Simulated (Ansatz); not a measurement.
The system is TaN.

```xyz
2
Lattice="0.0000 2.1790 2.1790 2.1790 0.0000 2.1790 2.1790 2.1790 0.0000" Properties=species:S:1:pos:R:3 pbc="T T T"
Ta    2.1790    2.1790    2.1790
N     0.0000    0.0000    0.0000
```

```yaml
Program: Ansatz 0.2.0
Task: relaxation of cell and atoms
Functional: r2SCAN
Potentials_or_basis: Ansatz PAW
Cutoff: "500 eV (not typed: the program's choice for these potentials)"
k_mesh: 10 × 10 × 10
Occupations: fermi-dirac, width 0.05 eV
Spin: no spin polarisation
Hubbard_terms: Ta d U = 4 eV
```

At the start: volume 10.35 Å³/atom.

Q: How do energy, volume and symmetry change on relaxing?

A: It ends after 5 steps and the volume is 10.74 Å³/atom (+3.8 %); space group Fm-3m (No. 225, to 0.05 Å).

The path:
| step | energy change (eV) | largest force (eV/Å) | volume (Å³) |
| --- | --- | --- | --- |
| 1 | 0.0000 | 0.0000 | 20.69 |
| 2 | -0.0275 | 0.0000 | 21.76 |
| 3 | -0.0316 | 0.0000 | 21.49 |
| 4 | -0.0316 | 0.0000 | 21.47 |
| 5 | -0.0321 | 0.0000 | 21.47 |

Final structure:
```
CELL_PARAMETERS angstrom
0.00000 2.20610 2.20610
2.20610 0.00000 2.20610
2.20610 2.20610 0.00000
ATOMIC_POSITIONS crystal
Ta 0.50000 0.50000 0.50000
N 0.00000 0.00000 0.00000
```

Caveat: the plane-wave basis is chosen anew once the cell has moved, so the energies of steps on either side of that aren't comparable; U without spin polarisation on a metal has little footing; the PAW data sets come from PBE, with cores solved anew for the run's functional, which leaves a small shift of forces and pressure.
